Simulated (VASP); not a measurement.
# WS2 (R3m) in VASP: a series of runs, part 2 of 2

VASP 6.6.1.

## 3. Single point, PBEsol, spin-orbit coupling, no magnetisation

File INCAR:

```
SYSTEM = WS2
PREC = Accurate ; ENCUT = 460
EDIFF = 1E-7 ; ISMEAR = 0
SIGMA = 0.02 ; LREAL = .FALSE.
LASPH = .TRUE. ; NELM = 100
ALGO = Normal ; ISIF = 2
LWAVE = .FALSE. ; LCHARG = .FALSE.
MAGMOM = 0 0 0 0 0 0 0 0 0 ; LORBIT = 11
LSORBIT = .TRUE. ; GGA_COMPAT = .FALSE.
LMAXMIX = 4 ; GGA = PS
NBANDS = 42
```

File KPOINTS:

```
Automatic mesh
0
G
  3 3 3
  0 0 0
```

File POSCAR:

```
WS2
1.0
    1.5790000000      0.9116360751      6.1633333333
   -1.5790000000      0.9116360751      6.1633333333
    0.0000000000     -1.8232721501      6.1633333333
W S
1 2
Direct
    0.0000000000      0.0000000000      0.0000000000
    0.5810000000      0.5810000000      0.5810000000
    0.7503000000      0.7503000000      0.7503000000
```

Potentials or basis: VASP PAW PBE potentials, release 64 (W_sv, S).

Command:

```
$ cat potpaw_PBE.64/W_sv/POTCAR potpaw_PBE.64/S/POTCAR > POTCAR
$ mpirun -np 1 vasp_ncl > vasp.out
```

OUTCAR:

```text
SYSTEM = WS2
   PREC = Accurate
   ENCUT = 460
   EDIFF = 1E-7
   ISMEAR = 0
   LREAL = .FALSE.
   LASPH = .TRUE.
   NELM = 100
   ISIF = 2
   LORBIT = 11
   LSORBIT = .TRUE.
   GGA = PS

 Found     10 irreducible k-points:

 Following reciprocal coordinates:
            Coordinates               Weight
  0.000000  0.000000  0.000000      1.000000
  0.333333  0.000000  0.000000      3.000000
 -0.333333  0.000000 -0.000000      3.000000
  0.333333  0.333333  0.000000      3.000000
 -0.333333 -0.333333 -0.000000      3.000000
 -0.333333  0.333333  0.000000      6.000000
   k-points           NKPTS =     10   k-points in BZ     NKDIM =     10   number of bands    NBANDS=     42
   number of dos      NEDOS =    301   number of ions     NIONS =      3
   total plane-waves  NPLWV = 110592
   dimension x,y,z NGX =    48 NGY =   48 NGZ =   48
   dimension x,y,z NGXF=    96 NGYF=   96 NGZF=   96
   ions per type =               1   2
   NGX,Y,Z   is equivalent  to a cutoff of  12.42, 12.42, 12.42 a.u.
   NGXF,Y,Z  is equivalent  to a cutoff of  24.83, 24.83, 24.83 a.u.
 SYSTEM =  WS2
   PREC   = accura    normal or accurate (medium, high low for compatibility)
   ISTART =      0    job   : 0-new  1-cont  2-samecut
   ICHARG =      2    charge: 1-file 2-atom 10-const
   ISPIN  =      1    spin polarized calculation?
   LNONCOLLINEAR =      T non collinear calculations
   LSORBIT =      T    spin-orbit coupling
   LASPH  =      T    aspherical Exc in radial PAW
   ENCUT  =  460.0 eV  33.81 Ry    5.81 a.u.  11.24 11.24 11.24*2*pi/ulx,y,z
   NELM   =    100;   NELMIN=  2; NELMDL= -5     # of ELM steps
   EDIFF  = 0.1E-06   stopping-criterion for ELM
   LREAL  =      F    real-space projection
   EDIFFG = 0.1E-05   stopping-criterion for IOM
   NSW    =      0    number of steps for IOM
   IBRION =     -1    ionic relax: 0-MD 1-quasi-New 2-CG
   NFREE  =      0    steps in history (QN), initial steepest desc. (CG)
   ISIF   =      2    stress and relaxation
   ISYM   =      2    0-nonsym 1-usesym 2-fastsym
   POTIM  = 0.5000    time-step for ionic-motion
   TEBEG  =    0.0;   TEEND  =   0.0 temperature during run
   PSTRESS=    0.0 pullay stress
   NELECT =      26.0000    total number of electrons
   NUPDOWN=      -1.0000    fix difference up-down
   EMIN   =  10.00;   EMAX   =-10.00  energy-range for DOS
   EFERMI =   0.00;   METHOD = LEGACY
   ISMEAR =     0;   SIGMA  =   0.02  broadening in eV -4-tet -1-fermi 0-gaus
   EFERMI_NEDOS =   21; number of points for ismear=-14 and -15
   IALGO  =     38    algorithm
   IMIX   =      4    mixing-type and parameters
     AMIX     =   0.40;   BMIX     =  1.00
     AMIX_MAG =   1.60;   BMIX_MAG =  1.00
  volume/ion in A,a.u.               =      17.74       119.74
  Fermi-wavevector in a.u.,A,eV,Ry     =   1.289266  2.436359 22.615687  1.662206
  Thomas-Fermi vector in A             =   2.421169
   LORBIT       =     11    0 simple, 1 ext, 2 COOP (PROOUT), +10 PAW based schemes
   GGA     = PS    functional components
   LHFCALC =     F    Hartree Fock is set to
   AEXX    =    0.0000 exact exchange contribution
   IVDW    =     0    specifies the selected vdW correction
   LEPSILON=     F    determine dielectric tensor
   LRPA    =     F    only Hartree local field effects (RPA)
 Gauss-broadening in eV      SIGMA  =   0.02
  energy-cutoff  :      460.00
  volume of cell :       53.23
 maximum number of plane-waves:      2466
 NGX is ok and might be reduce to    48
   NGX = 23   NGY = 23   NGZ = 23

 number of electron      26.0000000 magnetization       0.0000000      0.0000000      0.0000000

 number of electron      26.0000001 magnetization       0.0000000     -0.0000000      0.0000000

 number of electron      26.0000001 magnetization      -0.0000000      0.0000000     -0.0000000

 number of electron      26.0000001 magnetization      -0.0000000     -0.0000000     -0.0000000

 Free energy of the ion-electron system (eV)
  ---------------------------------------------------
  ext. energy  EPLUGINS =         0.00000000
  ---------------------------------------------------
  free energy    TOTEN  =       -25.96109608 eV

  energy without entropy =      -25.96109608  energy(sigma->0) =      -25.96109608

 E-fermi :   7.5007     XC(G=0): -11.1193

 val. band max:        7.2602103330   @ k =   0.3333   0.3333   0.3333
 cond. band min:       8.5994877456   @ k =  -0.3333   0.3333   0.0000
 fundamental gap:      1.3392774126
 Fermi energy:         7.5007002669

 k-point     1 :       0.0000    0.0000    0.0000
  band No.  band energies     occupation
      1     -67.0974      1.00000
      2     -67.0974      1.00000
      3     -37.1691      1.00000
      4     -37.1691      1.00000
      5     -28.5830      1.00000
      6     -28.5830      1.00000
[... 235 lines left out ...]
     37      14.2505      0.00000
     38      14.5261      0.00000

 [... further k-points ...]

 [bands above 38 left out]

------------------------ aborting loop because EDIFF is reached ----------------------------------------

  FORCE on cell =-STRESS in cart. coord.  units (eV):
  Direction    XX          YY          ZZ          XY          YZ          ZX
  --------------------------------------------------------------------------------------
  -------------------------------------------------------------------------------------
  Total        0.0449013      0.0449013     -0.1885970      0.0000000     -0.0000000     -0.0000000
  in kB        1.3514473      1.3514473     -5.6764239      0.0000000     -0.0000000     -0.0000000
  external PRESSURE =      -0.9911764 kB  Pullay stress =       0.0000000 kB

 VOLUME and BASIS-vectors are now :
 -----------------------------------------------------------------------------
  energy-cutoff  :      460.00
  volume of cell :       53.23
      direct lattice vectors                 reciprocal lattice vectors
     1.579000000  0.911636075  6.163333333     0.316656111  0.182821491  0.054083288
    -1.579000000  0.911636075  6.163333333    -0.316656111  0.182821491  0.054083288
     0.000000000 -1.823272150  6.163333333     0.000000000 -0.365642982  0.054083288

 POSITION                                       TOTAL-FORCE (eV/Angst)
 -----------------------------------------------------------------------------------
      0.00000      0.00000      0.00000         0.000000     -0.000000     -0.590682
      0.00000      0.00000     10.74269         0.000000      0.000000      0.569760
      0.00000      0.00000     13.87305         0.000000      0.000000      0.020922
 -----------------------------------------------------------------------------------
    total drift:                               -0.000000     -0.000000     -0.000017

  FREE ENERGIE OF THE ION-ELECTRON SYSTEM (eV)
  ---------------------------------------------------
  free  energy   TOTEN  =       -25.9610960780 eV

  energy  without entropy=      -25.9610960780  energy(sigma->0) =      -25.96109608

 Spin-Orbit-Coupling matrix elements

 Ion:    1  E_soc:     -1.4930187
 l=   1
     0.0000000    -0.2229204    -0.2230183
    -0.2229204     0.0000000    -0.2229204
    -0.2230183    -0.2229204     0.0000000
 l=   2
     0.0000000    -0.0050815     0.0000000    -0.0050815    -0.0222361
    -0.0050815     0.0000000    -0.0153591    -0.0043700    -0.0050815
     0.0000000    -0.0153591     0.0000000    -0.0153591     0.0000000
    -0.0050815    -0.0043700    -0.0153591     0.0000000    -0.0050815
    -0.0222361    -0.0050815     0.0000000    -0.0050815     0.0000000
 l=   3
     0.0000000     0.0000000     0.0000000     0.0000000     0.0000000     0.0000000     0.0000000
     0.0000000     0.0000000     0.0000000     0.0000000     0.0000000     0.0000000     0.0000000
     0.0000000     0.0000000     0.0000000     0.0000000     0.0000000     0.0000000     0.0000000
     0.0000000     0.0000000     0.0000000     0.0000000     0.0000000     0.0000000     0.0000000
[... 29 lines left out ...]
 l=   2
     0.0000000     0.0000000     0.0000000     0.0000000     0.0000000
     0.0000000     0.0000000     0.0000000     0.0000000     0.0000000
     0.0000000     0.0000000     0.0000000     0.0000000     0.0000000
     0.0000000     0.0000000     0.0000000     0.0000000     0.0000000
     0.0000000     0.0000000     0.0000000     0.0000000     0.0000000
 l=   3
     0.0000000     0.0000000     0.0000000     0.0000000     0.0000000     0.0000000     0.0000000
     0.0000000     0.0000000     0.0000000     0.0000000     0.0000000     0.0000000     0.0000000
     0.0000000     0.0000000     0.0000000     0.0000000     0.0000000     0.0000000     0.0000000
     0.0000000     0.0000000     0.0000000     0.0000000     0.0000000     0.0000000     0.0000000
     0.0000000     0.0000000     0.0000000     0.0000000     0.0000000     0.0000000     0.0000000
     0.0000000     0.0000000     0.0000000     0.0000000     0.0000000     0.0000000     0.0000000
     0.0000000     0.0000000     0.0000000     0.0000000     0.0000000     0.0000000     0.0000000

 total charge

# of ion       s       p       d       tot
------------------------------------------
    1        2.321   6.333   3.440  12.095
    2        1.355   2.335   0.000   3.690
    3        1.352   2.353   0.000   3.705
--------------------------------------------------
tot          5.028  11.022   3.440  19.490

 magnetization (x)

# of ion       s       p       d       tot
------------------------------------------
    1        0.000   0.000   0.000   0.000
    2        0.000   0.000   0.000   0.000
    3        0.000   0.000   0.000   0.000
--------------------------------------------------
tot          0.000   0.000   0.000   0.000

 magnetization (y)

# of ion       s       p       d       tot
------------------------------------------
    1        0.000   0.000   0.000   0.000
    2        0.000   0.000   0.000   0.000
    3        0.000   0.000   0.000   0.000
--------------------------------------------------
tot          0.000   0.000   0.000   0.000

 magnetization (z)

# of ion       s       p       d       tot
------------------------------------------
    1        0.000   0.000   0.000   0.000
    2        0.000   0.000   0.000   0.000
    3        0.000   0.000   0.000   0.000
--------------------------------------------------
tot          0.000   0.000   0.000   0.000
```

OSZICAR:

```text
N       E                     dE             d eps       ncg     rms          rms(c)
DAV:   1     0.226258931435E+03    0.22626E+03   -0.12127E+04   880   0.114E+03
DAV:   2    -0.120605573724E+02   -0.23832E+03   -0.22687E+03   932   0.339E+02
DAV:   3    -0.269092218340E+02   -0.14849E+02   -0.14536E+02  1046   0.843E+01
DAV:   4    -0.272008755590E+02   -0.29165E+00   -0.29092E+00   992   0.123E+01
DAV:   5    -0.272060855928E+02   -0.52100E-02   -0.52086E-02  1042   0.176E+00    0.277E+01
DAV:   6    -0.261624471202E+02    0.10436E+01   -0.23476E+00   966   0.151E+01    0.114E+01
DAV:   7    -0.260322002222E+02    0.13025E+00   -0.66377E-01   936   0.670E+00    0.567E+00
DAV:   8    -0.259629500153E+02    0.69250E-01   -0.14750E-01   954   0.356E+00    0.152E+00
DAV:   9    -0.259620348521E+02    0.91516E-03   -0.16212E-02  1032   0.827E-01    0.719E-01
DAV:  10    -0.259610835168E+02    0.95134E-03   -0.44834E-03   962   0.495E-01    0.245E-01
DAV:  11    -0.259610925244E+02   -0.90076E-05   -0.42511E-04   952   0.128E-01    0.486E-02
DAV:  12    -0.259610883379E+02    0.41865E-05   -0.51459E-05   988   0.479E-02    0.379E-02
DAV:  13    -0.259610953726E+02   -0.70347E-05   -0.13653E-05   906   0.282E-02    0.793E-03
DAV:  14    -0.259610960519E+02   -0.67932E-06   -0.88742E-07   984   0.699E-03    0.324E-03
DAV:  15    -0.259610960780E+02   -0.26067E-07   -0.19352E-07   862   0.334E-03
   1 F= -.25961096E+02 E0= -.25961096E+02  d E =-.134315E-65  mag=    -0.0000     0.0000     0.0000
```

stdout:

```text
POSCAR found type information on POSCAR W S
 POSCAR found :  2 types and       3 ions
 scaLAPACK will be used
 -----------------------------------------------------------------------------
|                                                                             |
|                                                                             |
|     You enforced a specific xc type in the INCAR file but a different       |
|     I HOPE YOU KNOW WHAT YOU ARE DOING!                                     |
|                                                                             |
 -----------------------------------------------------------------------------

 LDA part: xc-table for (Slater+PW92), standard interpolation
 POSCAR, INCAR and KPOINTS ok, starting setup
 FFT: planning ... GRIDC
 FFT: planning ... GRID_SOFT
 FFT: planning ... GRID
 WAVECAR not read
 entering main loop
```

It took 1.9 min on 1 thread of Intel Xeon 6975P-C (Granite Rapids), shared host; peak memory 0.69 GiB.

These settings aren't checked as converged: the numbers below hold their error.

Results:

```
Free energy                                           : -25.9611 eV
Pressure                                              : -0.1 GPa
Largest force                                         : 0.591 eV/Å
Valence electrons inside the program's atomic spheres : W 12.10; S 3.69, 3.71
```

Caveat: the k mesh is coarse (spacing up to 0.77 Å⁻¹), so the values aren't converged; the PAW data sets were made with another functional, which shifts forces and pressure a little.

## 4. Single point, PBEsol, spin-orbit coupling, no magnetisation

Edit INCAR of step 3 so:

```diff
@@ -1,3 +1,3 @@
 SYSTEM = WS2
-PREC = Accurate ; ENCUT = 460
+PREC = Accurate ; ENCUT = 400
 EDIFF = 1E-7 ; ISMEAR = 0
```

File KPOINTS:

```
Automatic mesh
0
G
  4 4 4
  0 0 0
```

POSCAR is that of step 3.

Command:

```
$ cat potpaw_PBE.64/W_sv/POTCAR potpaw_PBE.64/S/POTCAR > POTCAR
$ mpirun -np 1 vasp_ncl > vasp.out
```

Run time: 2.9 min. Hardware: 1 thread of Intel Xeon 6975P-C (Granite Rapids), shared host; peak memory 0.51 GiB.

The run converged, but some of its settings lie outside the range that counts as converged, so its numbers aren't taken as properties of the crystal.

Results:

```
Free energy                                           : -26.0766 eV
Pressure                                              : -0.7 GPa
Largest force                                         : 0.586 eV/Å
Valence electrons inside the program's atomic spheres : W 12.09; S 3.69, 3.70
```

Caveat: the k mesh is coarse (spacing up to 0.58 Å⁻¹), so the values aren't converged; the PAW data sets were made with another functional, which shifts forces and pressure a little.

## 5. Single point, PBEsol, spin-orbit coupling, no magnetisation

Edit INCAR of step 4 so:

```diff
@@ -1,3 +1,3 @@
 SYSTEM = WS2
-PREC = Accurate ; ENCUT = 400
+PREC = Accurate ; ENCUT = 340
 EDIFF = 1E-7 ; ISMEAR = 0
```

File KPOINTS:

```
Automatic mesh
0
G
  5 5 5
  0 0 0
```

POSCAR is that of step 4.

Command:

```
$ cat potpaw_PBE.64/W_sv/POTCAR potpaw_PBE.64/S/POTCAR > POTCAR
$ mpirun -np 1 vasp_ncl > vasp.out
```

Run time: 3.2 min. Hardware: 1 thread of Intel Xeon 6975P-C (Granite Rapids), shared host; peak memory 0.5 GiB.

The run converged, but some of its settings lie outside the range that counts as converged, so its numbers aren't taken as properties of the crystal.

Results:

```yaml
Free_energy: -26.0189 eV
Pressure: -0.4 GPa
Largest_force: 0.595 eV/Å
Valence_electrons_inside_the_program's_atomic_spheres: W 12.08; S 3.69, 3.71
```

Caveat: the k mesh is coarse (spacing up to 0.46 Å⁻¹), so the values aren't converged; the PAW data sets were made with another functional, which shifts forces and pressure a little.

## 6. For comparison

An earlier run on the cell as given: functional PBEsol; potentials or basis VASP PAW PBE potentials, release 64 (W_sv, S); cutoff 520 eV; k mesh 10 × 10 × 10; occupations fermi-dirac, width 0.05 eV; no spin polarisation.

* Pressure: -0.5 GPa
* Largest force: 0.602 eV/Å
* Band gap on the k mesh: 1.03 eV, indirect (least direct gap 2.24 eV)
